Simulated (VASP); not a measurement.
Crystal: Al2O3.

```xyz
5
Lattice="3.0175 0.0000 0.0000 -1.5087 2.6132 0.0000 0.0000 0.0000 7.5746" Properties=species:S:1:pos:R:3 pbc="T T T"
Al    0.0000    0.0000    5.4693
Al    0.0000    0.0000    2.1054
O     0.0000    0.0000    3.7873
O     1.5087    0.8711    6.0638
O     0.0000    1.7421    1.5108
```

Measurements of this composition are mostly on another form, of space group No. 167.

Base run:

| Property | Result |
| --- | --- |
| Program | VASP 6.6.1 |
| Functional | BLYP |
| Potentials or basis | VASP PAW PBE potentials, release 64 (Al, O) |
| Cutoff | 520 eV |
| k mesh | 7 × 7 × 3 |
| Occupations | fermi-dirac, width 0.05 eV |
| Spin | no spin polarisation |

Its results: band gap on the k mesh 2.46 eV, direct.

Task: The run is repeated on the same cell with these changes: functional from BLYP to revPBE. What comes out?

Result: Band gap on the k mesh 2.39 eV, direct.
